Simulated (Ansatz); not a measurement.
# Cu (Cmcm) in Ansatz: reference runs

Aim: a first look at Cu with PBEsol, on the cell as given and on a disturbed one.

Program: Ansatz 0.2.0. These are calculated values, not measurements. Logs are shortened: lines on timing, memory, paths and dates and some standing lists are left out, and cuts for length are marked.

## Step 1: The crystal as given

It takes space group Cmcm (No. 63, orthorhombic). Conventional cell: a = 2.437 Å, b = 7.953 Å, c = 2.475 Å, α = 90.00°, β = 90.00°, γ = 90.00°. Cu (site symmetry m2m) is surrounded by 10 Cu at 2.44 to 2.54 Å.

This isn't the form of Cu at room conditions, which is fcc.

## Step 2: Single point, PBEsol

Contents of input.yaml:

```yaml
crystal:
  lattice:
    - [1.21846369, -3.9763780104, 0.0]
    - [1.21846369, 3.9763780104, 0.0]
    - [0.0, 0.0, 2.4754955235]
  atoms:
    - { symbol: Cu, position: [0.86613335, 0.13386665, 0.75] }
    - { symbol: Cu, position: [0.13386665, 0.86613335, 0.25] }
kpoints:
  mp_grid: { grid: [11, 11, 11] }
scf:
  occupations: { method: fermi_dirac, width: 0.05 }
hamiltonian:
  xc: pbesol
  pseudopotentials: { kind: all_electron, lapw: { basis_error: 0.001 } }
output:
  forces: true
  stress: true
  eigenvalues: true
  populations: true
```

Potentials or basis: all-electron LAPW, scalar-relativistic.

Command:

```console
$ ansatz run input.yaml --threads 1 --pin off --max-ram 3072MiB --backend cpu --events-out ev --progress --plain --runs-dir out
```

What it wrote:

```text
Warning: RAYON_NUM_THREADS=1 ignored (pool sized by the plan → 1); use --threads N
Cu: projections on atomic orbitals take those of the free atom 1s2 2s2 2p6 3s2 3p6 3d10 4s1, of charge +0.00 (hamiltonian.pseudopotentials.projection_atoms)
LAPW: plane waves up to 9.299 Å⁻¹, error target 1.0e-3 eV per atom; small_component_spin mean_spin; Cu in spheres of 1.218 Å, 19 of its electrons in bands, Dirac shells [] (how accurate: hamiltonian.pseudopotentials.lapw.basis_error, Limitations)
Engine: ansatz 0.2.0, aarch64-unknown-linux-gnu
Pseudopotentials: kind: all_electron
Pseudopotential: Cu, LAPW, valence charge 19, lapw/all_electron/scalar/gaussian/Cu, Koelling and Harmon's equation, gaussian nucleus
Functional definition: PBEsol
  exchange = pbesol_x
  correlation = pbesol_c
Crystal: 2 atoms, lattice volume = 23.988 Å³
Basis set: ecut = 329.4852214082511 eV, 323 PW (Γ), FFT grids on a1+a2, a2, a3, exchange–correlation at level 2
Bands: 23, of which v1, the nominal top of the filled ones, is band 19 counted from 1 (18 counted from 0)
Symmetry: 8 space group operations
Space group: Cmcm (ITA 63), of the structure as read, at distance tolerance 2.9e-5 Å
k-points: 216 of 1331
Non-local potential: Cu, projectors of the file, none
Initial density: superposition of atomic densities (chi_scale 0.1, normalization cell)
Initial wavefunctions: plane waves of lowest kinetic energy (no species holds an atomic orbital)
Functional: x = pbesol(κ = 0.804, μ = 0.12345679012345678), c = pbesol(β = 0.046)
iter 1 solved again at ethr=1.18e-3 eV; its pass at ethr=1.00e-1 eV (dr2=4.49e-1 eV) is discarded
SCF iter   1: F=—  HF=-89997.363135 eV  |F-HF|=—  |Δ(HF+E_count)|=         —  Δρ=5.71e-2  dr2=4.50e-1  ethr=1.18e-3  ⟨swp⟩=2.0  Hψ=34582  notcnv=0
preconditioner: auto → none  [metal: Δε(μ)=0.021 eV  Ē_g=9.522 eV  σ=0.050 eV  W_gap=0.10  n_scr=8 (ndim 8)  ℏωp=35.6 eV  f_vac=0.000  D(μ)=0.95/eV (n_scr^D=4)  sad-step TF]
SCF iter   2: F=—  HF=-89998.857571 eV  |F-HF|=—  |Δ(HF+E_count)|=    1.49e0  Δρ=2.75e-2  dr2=1.06e-1  ethr=1.18e-3  ⟨swp⟩=3.0  Hψ=17969  notcnv=0
iter 3 solved again at ethr=1.17e-5 eV; its pass at ethr=2.78e-4 eV (dr2=4.44e-3 eV) is discarded
SCF iter   3: F=—  HF=-89995.648403 eV  |F-HF|=—  |Δ(HF+E_count)|=    3.21e0  Δρ=3.62e-3  dr2=4.44e-3  ethr=1.17e-5  ⟨swp⟩=2.0  Hψ=27552  notcnv=0
SCF iter   4: F=—  HF=-89995.493893 eV  |F-HF|=—  |Δ(HF+E_count)|=   1.55e-1  Δρ=6.15e-3  dr2=5.62e-3  ethr=1.17e-5  ⟨swp⟩=3.0  Hψ=17321  notcnv=0
SCF iter   5: F=—  HF=-89995.480248 eV  |F-HF|=—  |Δ(HF+E_count)|=   1.36e-2  Δρ=1.20e-3  dr2=6.65e-4  ethr=1.17e-5  ⟨swp⟩=2.1  Hψ=14121  notcnv=0
SCF iter   6: F=—  HF=-89995.479895 eV  |F-HF|=—  |Δ(HF+E_count)|=   3.54e-4  Δρ=1.82e-4  dr2=5.00e-6  ethr=1.75e-6  ⟨swp⟩=2.0  Hψ=14096  notcnv=0
SCF iter   7: F=—  HF=-89995.479898 eV  |F-HF|=—  |Δ(HF+E_count)|=   3.13e-6  Δρ=5.61e-5  dr2=5.97e-7  ethr=1.32e-8  ⟨swp⟩=2.9  Hψ=14636  notcnv=0
SCF iter   8: F=—  HF=-89995.479895 eV  |F-HF|=—  |Δ(HF+E_count)|=   2.59e-6  Δρ=1.01e-5  dr2=2.14e-8  ethr=1.57e-9  ⟨swp⟩=2.2  Hψ=14143  notcnv=0
SCF iter   9: F=-89995.479895 eV  HF=-89995.479895 eV  |F-HF|=1.06e-9  |Δ(HF+E_count)|=   7.79e-8  Δρ=6.72e-7  dr2=8.59e-11  ethr=5.64e-11  ⟨swp⟩=2.5  Hψ=14263  notcnv=0
SCF 1 converged in 9 iterations: F = -89995.479895 eV  dr2 = 8.59e-11
SCF converged after 9 iterations
Free energy (F): -89995.479895 eV
Harris-Foulkes:  -89995.479895 eV  (|F-HF|=1.06e-9)
Internal energy: -89995.475696 eV  (E = F + TS)
E sigma→0 (E₀):  -89995.477795 eV
Entropy (-TS):   -0.004199 eV (-2.100 meV/atom)
Fermi energy:    16.099901 eV
--- Per-component energies (eV) ---
  E_band       = -741.382108
  E_kinetic    = 91531.742152
  E_xc         = -3606.785716
  E_electrostatic = -177920.432132  (all electrons and nuclei)
  E_smearing   = -0.004199  (= −TS)
  E_closure    = 0.000000  (closes the sum)
  E_atoms      = -89987.119702  (free atoms, spherical and without spin; not in F)
  Σ components = -89995.479895   (vs F -89995.479895, Δ=0.00e0)
  Basis errors (estimates in eV, not in F): energy 2.7e-4 per atom: plane waves 2.4e-4 (1.3e-4 summed), levels above the bands 2.3e-83, relativity 9.2e-9, radial functions 2.5e-5, core shells 1.1e-10; eigenvalues (radial functions only) 3.6e-7; not estimated: angular momenta, meshes, grids; target (lapw.basis_error) 1.0e-3; muffin-tin radii Cu 1.218 Å
--- Forces (eV/Å), atoms counted from 1 ---
  atom   1  Cu     0.00000000     0.00537890     0.00000000
  atom   2  Cu     0.00000000    -0.00537890     0.00000000
  max |Σ_I F_I| component: 0.00e0 eV/Å
--- Stress (GPa, compression-positive) ---
       -1.230447       0.000000       0.000000
        0.000000      -2.195949       0.000000
        0.000000       0.000000      -1.151486
  P = ⅓ Tr σ = -1.5260 GPa (-15.260 kbar)
--- Band table (eV; the first three rows and the last of 216) ---
  k-point 0: bands = ["-96.1654", "-96.1467", "-53.7582", "-53.6673", "-53.6333", "-53.6298", "-53.6202", "-53.6065", "6.7633", "11.1138", "11.8905", "12.3778", "13.0966", "13.3634", "13.7964", "14.1096", "14.3092", "14.4504", "14.6982", "15.9633", "20.8720", "30.7675", "34.4202"]
  k-point 1: bands = ["-96.1644", "-96.1465", "-53.7551", "-53.6732", "-53.6371", "-53.6352", "-53.6194", "-53.6063", "6.9778", "11.2399", "11.9170", "12.4032", "13.0463", "13.4073", "13.7774", "14.0263", "14.2152", "14.3480", "14.4295", "16.6832", "20.9420", "28.6057", "34.6858"]
  k-point 2: bands = ["-96.1617", "-96.1460", "-53.7461", "-53.6887", "-53.6570", "-53.6410", "-53.6172", "-53.6057", "7.6073", "11.5688", "11.9872", "12.4366", "12.9212", "13.4024", "13.7123", "13.7799", "13.8566", "14.3912", "14.3989", "17.9978", "21.1730", "25.2675", "34.2090"]
  k-point 215: bands = ["-96.1489", "-96.1484", "-53.7585", "-53.7571", "-53.6614", "-53.6593", "-53.6090", "-53.6051", "10.9623", "11.0686", "12.4209", "12.5630", "13.6563", "13.6744", "14.0866", "14.2267", "14.2283", "14.5860", "14.6919", "15.3983", "19.8735", "20.3316", "33.0772"]
--- Löwdin populations: 2 sites ---
  site symbol       q [e]
     0     Cu     28.8428
     1     Cu     28.8428
  spilling = 0.005420 (of n_electrons = 58.000000)
```

populations.tsv:

```text
# site	symbol	l	j	q
# orbitals = lowdin
# n_electrons = 58.000000
# spilling = 0.005420
# projection_atom_Cu: 1s2 2s2 2p6 3s2 3p6 3d10 4s1
0	Cu	0_1S	-	1.999991
0	Cu	0_2S	-	1.999551
0	Cu	0_3S	-	1.988593
0	Cu	0_4S	-	1.057979
0	Cu	1_2P	-	5.999996
0	Cu	1_3P	-	5.999144
0	Cu	2_3D	-	9.797563
1	Cu	0_1S	-	1.999991
1	Cu	0_2S	-	1.999551
1	Cu	0_3S	-	1.988593
1	Cu	0_4S	-	1.057979
1	Cu	1_2P	-	5.999996
1	Cu	1_3P	-	5.999144
1	Cu	2_3D	-	9.797563
```

Run time: 41 s. Hardware: 1 thread of Arm Neoverse V2, shared host; peak memory 0.6 GiB.

Results:

| Quantity | Value |
| --- | --- |
| Free energy | -89995.4799 eV |
| Pressure | -1.5 GPa |
| Largest force | 0.005 eV/Å |
| Band gap on the k mesh | none (metal or under the smearing width) |

Forces in eV/Å, atoms in the order of the input:
```
Cu   0.000  0.005  0.000
Cu   0.000 -0.005  0.000
```

Stress tensor (GPa, compression positive):
```
-1.23  0.00  0.00
 0.00 -2.20  0.00
 0.00  0.00 -1.15
```

Levels at points of the mesh, in eV from the Fermi level:
```tsv
k point	band 17	band 18	band 19	band 20	band 21	band 22
(0.00, 0.00, 0.00)	-1.79	-1.65	-1.40	-0.14	4.77	14.67
```

## Step 3: Single point, PBEsol (atoms moved at random, drawn with an rms of 0.05 Å)

input.yaml, as its differences from that of step 2:

```diff
@@ -6,4 +6,4 @@
   atoms:
-    - { symbol: Cu, position: [0.86613335, 0.13386665, 0.75] }
-    - { symbol: Cu, position: [0.13386665, 0.86613335, 0.25] }
+    - { symbol: Cu, position: [0.871119, 0.133307, 0.739922] }
+    - { symbol: Cu, position: [0.135042, 0.885184, 0.246958] }
 kpoints:
```

Potentials or basis: all-electron LAPW, scalar-relativistic.

Command:

```console
$ ansatz run input.yaml --threads 1 --pin off --max-ram 3072MiB --backend cpu --events-out ev --progress --plain --runs-dir out
```

What it wrote:

```text
Warning: RAYON_NUM_THREADS=1 ignored (pool sized by the plan → 1); use --threads N
Cu: projections on atomic orbitals take those of the free atom 1s2 2s2 2p6 3s2 3p6 3d10 4s1, of charge +0.00 (hamiltonian.pseudopotentials.projection_atoms)
LAPW: plane waves up to 9.587 Å⁻¹, error target 1.0e-3 eV per atom; small_component_spin mean_spin; Cu in spheres of 1.187 Å, 19 of its electrons in bands, Dirac shells [] (how accurate: hamiltonian.pseudopotentials.lapw.basis_error, Limitations)
[... 6 set-up lines as earlier in the session ...]
Crystal: 2 atoms, lattice volume = 23.988 Å³
Basis set: ecut = 350.20199805223325 eV, 361 PW (Γ), FFT grids on a1+a2, a2, a3, exchange–correlation at level 2
[... 44 lines left out ...]
       -0.510548      -0.247171       0.170643
        0.004472       0.170643      -0.772542
  P = ⅓ Tr σ = -1.3935 GPa (-13.935 kbar)
--- Band table (eV; the first three rows and the last of 666) ---
  k-point 0: bands = ["-96.1617", "-96.1417", "-53.7667", "-53.6662", "-53.6301", "-53.6262", "-53.6027", "-53.5991", "6.7826", "11.1169", "11.9996", "12.2830", "13.0497", "13.3829", "13.9178", "14.0092", "14.3718", "14.4131", "14.7351", "15.8751", "20.9334", "30.7859", "34.6797"]
  k-point 1: bands = ["-96.1607", "-96.1415", "-53.7635", "-53.6723", "-53.6336", "-53.6319", "-53.6021", "-53.5987", "6.9974", "11.2444", "12.0235", "12.3122", "12.9991", "13.4355", "13.8882", "13.9641", "14.2025", "14.3740", "14.4014", "16.6364", "21.0013", "28.6159", "34.9387"]
  k-point 2: bands = ["-96.1579", "-96.1411", "-53.7543", "-53.6883", "-53.6533", "-53.6377", "-53.6006", "-53.5976", "7.6280", "11.5784", "12.0836", "12.3639", "12.8729", "13.4208", "13.7476", "13.7980", "13.8413", "14.3830", "14.3847", "17.9744", "21.2272", "25.2721", "34.1761"]
  k-point 665: bands = ["-96.1493", "-96.1376", "-53.7350", "-53.6951", "-53.6731", "-53.6599", "-53.6411", "-53.6323", "10.4385", "11.6142", "12.3409", "12.6953", "13.0450", "13.3446", "13.4394", "13.6169", "14.1306", "14.5073", "14.5446", "17.3757", "20.2351", "25.5267", "27.8192"]
--- Löwdin populations: 2 sites ---
  site symbol       q [e]
     0     Cu     28.8416
     1     Cu     28.8416
  spilling = 0.005462 (of n_electrons = 58.000000)
```

It took 2.3 min on 1 thread of Arm Neoverse V2, shared host; peak memory 1.4 GiB.

Results:

```yaml
Free_energy: -89995.4453 eV
Pressure: -1.4 GPa
Largest_force: 0.738 eV/Å
Band_gap_on_the_k_mesh: none (metal or under the smearing width)
```

Forces on the atoms (eV/Å):
```
Cu   0.005  0.737  0.052
Cu  -0.005 -0.737 -0.052
```

Stress tensor (GPa, compression positive):
```
-3.16 -0.51  0.00
-0.51 -0.25  0.17
 0.00  0.17 -0.77
```
